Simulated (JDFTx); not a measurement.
**KI under changes of volume**

One of the cells (44.091 Å³/atom); the others are scaled copies at fixed shape and fractional positions:

```
I K
1.0
     0.00000    3.53277    3.53277
     3.53277    0.00000    3.53277
     3.53277    3.53277    0.00000
I K
1 1
Direct
  0.50000 0.50000 0.50000
  0.00000 0.00000 0.00000
```

```yaml
Program: JDFTx 1.7.0 (patched build)
Functional: LDA
Potentials_or_basis: PseudoDojo-SR-LDA-0.4.1-standard with smoothed tails
Cutoff: 980 eV
Density_cutoff: 7837 eV
k_mesh: 7 × 7 × 7
Occupations: fermi-dirac, width 0.05 eV
Spin: no spin polarisation
```

```csv
volume (Å³/atom),energy over the lowest point (meV/atom),pressure (GPa),gap on the mesh (eV)
41.445,0.00,-0.7,3.75
42.327,4.28,-0.9,3.70
43.209,9.86,-1.1,3.65
44.091,16.57,-1.3,3.60
44.973,24.28,-1.5,3.56
45.854,32.84,-1.6,3.52
46.736,?,?,?
```

**Question.** What does the run at 46.736 Å³/atom give?

**Answer.** Energy over the lowest point 42.15 meV/atom; pressure -1.8 GPa; gap on the mesh 3.48 eV.

Worked out: A Birch-Murnaghan fit of order 3 (a polynomial in V^(-2/3)) to the other rows has no minimum within the range. It gives 42.17 meV/atom at 46.736 Å³/atom, against the run's 42.15, and -dE/dV = -1.8 GPa, against -1.8. A straight line through the other rows of the gap, of slope -2.29 eV per unit of ln V (its deformation potential), extrapolates to 3.47 eV, against the run's 3.48.

Energies are extrapolated to zero smearing.

Caveats: spin-orbit coupling is left out, which moves the levels of the heavy elements; an odd mesh through Γ misses points on the zone boundary, where band edges often lie (some runs).
